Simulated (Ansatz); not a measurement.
# Ge: the cost of one run

Computed with Ansatz 0.2.0 (DFT PBEsol, scalar-relativistic, plane waves, PAW, unless a step's input says otherwise).

### 1 The system as given

It takes space group Pm-3n (No. 223, cubic). The conventional cell has a = 5.700 Å, b = 5.700 Å, c = 5.700 Å, α = 90.00°, β = 90.00°, γ = 90.00°. Ge (site symmetry m-3) is surrounded by 12 Ge at 3.19 Å. Around Ge (site symmetry -4m2) lie 6 Ge at 2.85 to 3.19 Å.

Coordinates:

```cif
data_structure
_symmetry_space_group_name_H-M 'Pm-3n'
_symmetry_Int_Tables_number 223
_cell_length_a 5.7003
_cell_length_b 5.7003
_cell_length_c 5.7003
_cell_angle_alpha 90.000
_cell_angle_beta 90.000
_cell_angle_gamma 90.000
_cell_volume 185.22
loop_
_atom_site_label
_atom_site_type_symbol
_atom_site_symmetry_multiplicity
_atom_site_Wyckoff_symbol
_atom_site_fract_x
_atom_site_fract_y
_atom_site_fract_z
_atom_site_occupancy
Ge1 Ge 2 a 0.50000 0.50000 0.50000 1
Ge2 Ge 6 c 0.25000 0.00000 0.50000 1
```

This is candidate A: beta-tungsten (A15) type (Pm-3n, No. 223).

(A quick probe on a coarse mesh, which set the mesh and smearing, is not shown.)

### 3 A loose first relaxation (candidate A)

input.yaml

```yaml
crystal:
  lattice:
    - [5.7002725889, 0.0, 0.0]
    - [0.0, 5.7002725889, 0.0]
    - [0.0, 0.0, 5.7002725889]
  atoms:
    - { symbol: Ge, position: [0.5, 0.5, 0.5] }
    - { symbol: Ge, position: [0.0, 0.0, 0.0] }
    - { symbol: Ge, position: [0.25, 0.0, 0.5] }
    - { symbol: Ge, position: [0.5, 0.25, 0.0] }
    - { symbol: Ge, position: [0.5, 0.75, 0.0] }
    - { symbol: Ge, position: [0.75, 0.0, 0.5] }
    - { symbol: Ge, position: [0.0, 0.5, 0.75] }
    - { symbol: Ge, position: [0.0, 0.5, 0.25] }
basis:
  ecutwfc: 420
kpoints:
  mp_grid: { grid: [4, 4, 4] }
hamiltonian:
  xc: pbesol
scf:
  occupations: { method: gaussian, width: 0.1 }
  lower_state_search: "off"
output:
  forces: true
  stress: true
  eigenvalues: true
relax:
  adjacent_minimum: "off"
  f_tol: 0.04
  max_steps: 70
  cell: { stress_tol: 0.4 }
```

Q: Estimate wall time and peak memory on 1 thread of an x86-64 CPU, shared host.

About 21 s, with a peak of 0.51 GiB.
